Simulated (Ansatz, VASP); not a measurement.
AlN in VASP and in Ansatz

INCAR

```
SYSTEM = AlN
ALGO     = Normal         ! electronic algorithm
EDIFF    = 1E-6           ! SCF threshold, eV
ENCUT    = 520            ! plane-wave cutoff, eV
GGA      = PE             ! functional
ISIF     = 2              ! what is computed and relaxed
ISMEAR   = 0              ! smearing method
LASPH    = .TRUE.         ! aspherical terms in the spheres
LCHARG   = .FALSE.        ! write CHGCAR
LREAL    = .FALSE.        ! projectors in reciprocal space
LWAVE    = .FALSE.        ! write WAVECAR
NBANDS   = 16             ! bands
NELM     = 100            ! most SCF steps
PREC     = Accurate       ! precision mode
SIGMA    = 0.05           ! smearing width, eV
```

The input KPOINTS:

```
k-points
0
G
  12 12 6
  0 0 0
```

Contents of POSCAR:

```
AlN
1.0
    3.0176720870      0.0000000000      0.0000000000
   -1.5088360435      2.6133806877      0.0000000000
    0.0000000000      0.0000000000      5.1273400000
Al N
2 2
Direct
    0.3333333333      0.6666666667      0.0000000000
    0.6666666667      0.3333333333      0.5000000000
    0.3333333333      0.6666666667      0.3850000000
    0.6666666667      0.3333333333      0.8850000000
```

Input for Ansatz:

```yaml
crystal:
  lattice:
    - [3.017672087, 0.0, 0.0]
    - [-1.5088360435, 2.6133806877, 0.0]
    - [0.0, 0.0, 5.12734]
  atoms:
    - { symbol: Al, position: [0.3333333333, 0.6666666667, 0.0] }
    - { symbol: Al, position: [0.6666666667, 0.3333333333, 0.5] }
    - { symbol: "N", position: [0.3333333333, 0.6666666667, 0.385] }
    - { symbol: "N", position: [0.6666666667, 0.3333333333, 0.885] }
basis:
  ecutwfc: 420
kpoints:
  mp_grid: { grid: [12, 12, 6] }
hamiltonian:
  xc: pbe
scf:
  occupations: { method: gaussian, width: 0.05 }
output:
  forces: true
  stress: true
  eigenvalues: true
```

Change from the starting cell: strain -0.030 along x and y, +0.030 along z, atoms carried along.

Alike in both runs: task single point; functional PBE; k mesh 12 × 12 × 6; occupations gaussian, width 0.05 eV; no spin polarisation.

```csv
,VASP,Ansatz
version,VASP 6.6.1,Ansatz 0.2.0
potentials or method,"VASP PAW PBE potentials, release 64 (Al, N)","scalar-relativistic, plane waves, PAW"
plane-wave cutoff (eV),520,420
valence electrons in the cell,16,16
```

Ansatz gave:

```
gap on the k mesh at the Fermi level (eV)       : 4.52
least direct gap on the mesh (eV)               : 4.52
pressure (GPa)                                  : 13.0
largest component of the traceless stress (GPa) : 18.38
rms of the force components (eV/Å)              : 0.470
```

Question: Estimate VASP's values.

Answer: gap on the k mesh at the Fermi level (eV): 4.53; least direct gap on the mesh (eV): 4.53; pressure (GPa): 12.8; largest component of the traceless stress (GPa): 18.49; rms of the force components (eV/Å): 0.471.

Atom by atom the forces differ by 0.002 eV/Å (rms over components). The functional is the same, so the differences come from potentials, cutoffs and numerics.

A k mesh can miss the band edges.
